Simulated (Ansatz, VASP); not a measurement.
Given: the input of a run of Ansatz 0.2.0 on GaP. 

File input.yaml:

```yaml
crystal:
  lattice:
    - [0.0, 2.72525, 2.72525]
    - [2.72525, 0.0, 2.72525]
    - [2.72525, 2.72525, 0.0]
  atoms:
    - { symbol: Ga, position: [0.0, 0.0, 0.0] }
    - { symbol: P, position: [0.75, 0.75, 0.75] }
kpoints:
  mp_grid: { grid: [8, 8, 8] }
scf:
  occupations: { method: fermi_dirac, width: 0.05 }
hamiltonian:
  xc: rpbe
  dispersion: d3bj
  pseudopotentials: { kind: all_electron, lapw: { basis_error: 0.001 } }
output:
  forces: true
  stress: true
relax:
  f_tol: 0.01
  max_steps: 60
  cell: {}
```

Potentials or basis: all-electron LAPW, scalar-relativistic.

Run with:

```sh
$ ansatz run input.yaml --threads 1 --pin off --max-ram 3072MiB --backend cpu --events-out ev --progress --plain --runs-dir out
```

**Question.** Set up the same calculation for VASP 6.6.1. Potentials or basis there: PBE PAW files Ga_d, P, 600 eV.

**Answer.** As run (cutoffs and basis follow the program's own potentials, and thresholds, step limits or extra output files can differ):

The input INCAR:

```
  PREC = Accurate
  ENCUT = 600
  EDIFF = 1E-6
  ISMEAR = -1
  SIGMA = 0.05
  LREAL = False
  LASPH = True
  NELM = 80
  ALGO = Normal
  ISIF = 3
  LWAVE = False
  LCHARG = False
  GGA = RP
  IVDW = 12
  IBRION = 2
  NSW = 60
  EDIFFG = -0.005
```

Contents of KPOINTS:

```
regular mesh
0
Gamma
  8 8 8
```

POSCAR

```
GaP
1.0
    0.0000000000      2.7252500000      2.7252500000
    2.7252500000      0.0000000000      2.7252500000
    2.7252500000      2.7252500000      0.0000000000
Ga P
1 1
Direct
    0.0000000000      0.0000000000      0.0000000000
    0.7500000000      0.7500000000      0.7500000000
```

Potentials or basis: VASP PAW PBE potentials, release 64 (Ga_d, P).

The run is started by

```console
$ cat potpaw_PBE.64/Ga_d/POTCAR potpaw_PBE.64/P/POTCAR > POTCAR
$ mpirun -np 1 vasp_std > vasp.out
```

Both were run:

|  | Ansatz | VASP |
| --- | --- | --- |
| Relaxed volume | 18.58 Å³/atom | 18.55 Å³/atom |
| Relaxed cell | a = 3.746 Å, b = 3.746 Å, c = 3.746 Å, α = 60.00°, β = 60.00°, γ = 60.00° | a = 3.744 Å, b = 3.744 Å, c = 3.744 Å, α = 60.00°, β = 60.00°, γ = 60.00° |
| Space group after relaxing | F-43m (No. 216) | F-43m (No. 216) |
| Pressure after relaxing | 0.0 GPa | 0.0 GPa |

VASP's potentials were made for PBE.

Where Ansatz's input types no cutoff or centring, it takes its own default and a Γ-centred mesh.

Pressure is positive in compression.
